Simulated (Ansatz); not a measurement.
# An O vacancy in rutile TiO2, 71 atoms, charge +2

Wanted: path and barrier of the jump (PBEsol and HSE06).

Program: Ansatz 0.2.0, PAW, plane waves. These are calculated values, not measurements.

**1. The system as built**

71 atoms (24 Ti, 47 O); a = 9.183 Å, b = 9.183 Å, c = 8.817 Å, α = 90.00°, β = 90.00°, γ = 90.00°. All atoms were shaken off their sites by about 0.02 Å along each axis. Defect site 1: (0.598, 0.402, 0.500).

Steps to follow: (2) PBEsol relaxation at the single k point (¼, ¼, ¼), on 1 × NVIDIA GB300 Max-Q with 8 threads of Arm Neoverse-V2; (3) HSE06 single point at the single k point (¼, ¼, ¼), on 1 × NVIDIA GB300 Max-Q with 8 threads of Arm Neoverse-V2; (4) PBEsol band at the single k point (¼, ¼, ¼), on 1 × NVIDIA GB300 Max-Q with 8 threads of Arm Neoverse-V2; (5) HSE06 single point at the single k point (¼, ¼, ¼), on 1 × NVIDIA GB300 Max-Q with 8 threads of Arm Neoverse-V2.

**2. Relaxing the atoms with PBEsol**

Input file in.yaml:

```yaml
crystal:
  lattice:
    - [9.182828, 0.000000, 0.000000]
    - [0.000000, 9.182828, 0.000000]
    - [0.000000, 0.000000, 8.816612]
  atoms:
    - { symbol: Ti, position: [0.001845, 0.998128, 0.997993] }
    - { symbol: Ti, position: [0.998412, 0.996752, 0.332703] }
    - { symbol: Ti, position: [0.001342, 0.001560, 0.665227] }
    - { symbol: Ti, position: [0.999209, 0.499567, 0.005478] }
    - { symbol: Ti, position: [0.996139, 0.498708, 0.334920] }
    - { symbol: Ti, position: [0.999519, 0.496213, 0.669347] }
    - { symbol: Ti, position: [0.503574, 0.998579, 0.000270] }
    - { symbol: Ti, position: [0.499202, 0.001846, 0.333767] }
    - { symbol: Ti, position: [0.495842, 0.001769, 0.667477] }
    - { symbol: Ti, position: [0.500500, 0.503126, 0.002019] }
    - { symbol: Ti, position: [0.500975, 0.498330, 0.334102] }
    - { symbol: Ti, position: [0.499831, 0.496474, 0.667545] }
    - { symbol: Ti, position: [0.248003, 0.248138, 0.165443] }
    - { symbol: Ti, position: [0.248256, 0.247340, 0.498348] }
    - { symbol: Ti, position: [0.246569, 0.247791, 0.831134] }
    - { symbol: Ti, position: [0.248624, 0.753217, 0.164657] }
    - { symbol: Ti, position: [0.250576, 0.750927, 0.497181] }
    - { symbol: Ti, position: [0.249311, 0.749962, 0.835482] }
    - { symbol: Ti, position: [0.750226, 0.247956, 0.165490] }
    - { symbol: Ti, position: [0.753211, 0.251051, 0.499038] }
    - { symbol: Ti, position: [0.749766, 0.251416, 0.834403] }
    - { symbol: Ti, position: [0.751356, 0.752483, 0.165639] }
    - { symbol: Ti, position: [0.750466, 0.746852, 0.497021] }
    - { symbol: Ti, position: [0.749658, 0.751371, 0.831650] }
    - { symbol: O, position: [0.153143, 0.154642, 0.999551] }
    - { symbol: O, position: [0.155212, 0.152229, 0.332871] }
    - { symbol: O, position: [0.150101, 0.153904, 0.667949] }
    - { symbol: O, position: [0.156135, 0.651464, 0.995990] }
    - { symbol: O, position: [0.153288, 0.650942, 0.335404] }
    - { symbol: O, position: [0.149317, 0.651853, 0.671418] }
    - { symbol: O, position: [0.651886, 0.152514, 0.999302] }
    - { symbol: O, position: [0.652879, 0.153651, 0.336142] }
    - { symbol: O, position: [0.650060, 0.150042, 0.664350] }
    - { symbol: O, position: [0.656152, 0.649444, 0.998396] }
    - { symbol: O, position: [0.655008, 0.649472, 0.333239] }
    - { symbol: O, position: [0.653699, 0.649510, 0.666186] }
    - { symbol: O, position: [0.348999, 0.347182, 0.998785] }
    - { symbol: O, position: [0.346180, 0.349297, 0.332450] }
    - { symbol: O, position: [0.344886, 0.346567, 0.666043] }
    - { symbol: O, position: [0.349417, 0.848148, 0.999624] }
    - { symbol: O, position: [0.348675, 0.848385, 0.332790] }
    - { symbol: O, position: [0.348366, 0.847290, 0.665057] }
    - { symbol: O, position: [0.849383, 0.347724, 0.998293] }
    - { symbol: O, position: [0.849806, 0.351187, 0.335532] }
    - { symbol: O, position: [0.847556, 0.348891, 0.665925] }
    - { symbol: O, position: [0.850836, 0.849764, 0.002242] }
    - { symbol: O, position: [0.849314, 0.849071, 0.331320] }
    - { symbol: O, position: [0.846671, 0.846023, 0.667049] }
    - { symbol: O, position: [0.101554, 0.399618, 0.165555] }
    - { symbol: O, position: [0.098313, 0.400243, 0.498954] }
    - { symbol: O, position: [0.097216, 0.401290, 0.831590] }
    - { symbol: O, position: [0.099147, 0.900274, 0.164006] }
    - { symbol: O, position: [0.099104, 0.900028, 0.498035] }
    - { symbol: O, position: [0.097615, 0.902388, 0.830212] }
    - { symbol: O, position: [0.598752, 0.396215, 0.166937] }
    - { symbol: O, position: [0.598468, 0.403393, 0.830565] }
    - { symbol: O, position: [0.595158, 0.895770, 0.165800] }
    - { symbol: O, position: [0.594352, 0.903065, 0.504906] }
    - { symbol: O, position: [0.597943, 0.905316, 0.831381] }
    - { symbol: O, position: [0.403733, 0.101011, 0.171251] }
    - { symbol: O, position: [0.403277, 0.092240, 0.500944] }
    - { symbol: O, position: [0.398176, 0.097012, 0.833422] }
    - { symbol: O, position: [0.403246, 0.597553, 0.169849] }
    - { symbol: O, position: [0.401555, 0.593312, 0.499830] }
    - { symbol: O, position: [0.405674, 0.601297, 0.833832] }
    - { symbol: O, position: [0.905040, 0.099062, 0.166056] }
    - { symbol: O, position: [0.897903, 0.097792, 0.495966] }
    - { symbol: O, position: [0.904488, 0.100240, 0.830734] }
    - { symbol: O, position: [0.901394, 0.595928, 0.162697] }
    - { symbol: O, position: [0.904565, 0.595216, 0.498744] }
    - { symbol: O, position: [0.903059, 0.599848, 0.830199] }
  symmetry: { detect: false }
kpoints:
  mp_grid: { grid: [1, 1, 1], shift: [0.25, 0.25, 0.25] }
hamiltonian:
  xc: pbesol
total_charge: 2
scf:
  occupations: { method: fermi_dirac, width: 0.01 }
relax:
  f_tol: 0.03
  max_steps: 80
  escape_saddle: false
  adjacent_minimum: "off"
output:
  forces: true
  eigenvalues: true
  populations: true
  charged_corrections: { epsilon: 100 }
```

The run is started by

```bash
ansatz run in.yaml --threads 8 --pin off --max-ram 118750MiB --runs-dir r --events-out ev --progress --plain --backend cuda --devices 0,
```

The runs that follow: Single point with HSE06; The band; HSE06 single point.

Q: Predict the outcome of this session. Wanted: for each run, top filled to lowest empty.

**Answer**, as computed:

```
                   level         time  top filled to lowest empty (eV)
      PBEsol, relaxation  6.4 s (GPU)                             2.22
                   HSE06   22 s (GPU)                             3.77
HSE06, at the band's top   23 s (GPU)                             3.72
```

| quantity | value |
| --- | --- |
| relaxation | 6 recorded steps, 3.00 eV gained |
| largest shift | 0.33 Å (Ti11) |
| barrier forwards, backwards | 1.01, 1.01 eV |
| jump | O by 2.36 Å |
| band iterations | 17 |
| top less start by HSE06 | 0.93 eV |

**Reading.** The relaxation lowers the energy by 3.00 eV; the largest shift is 0.33 Å (Ti11). The PBEsol barrier is 1.01 eV forwards and 1.01 eV back, about 39 times kT at 300 K, without charge corrections. The cell's size and k points aren't converged for it. The program's check left the order of the top open. On the same two geometries HSE06 gives 0.93 eV. At the same k points, PBEsol gives a spacing 1.56 eV smaller than the 3.77 eV of HSE06. In a defect cell this spacing can involve defect levels, so it need not be the gap.
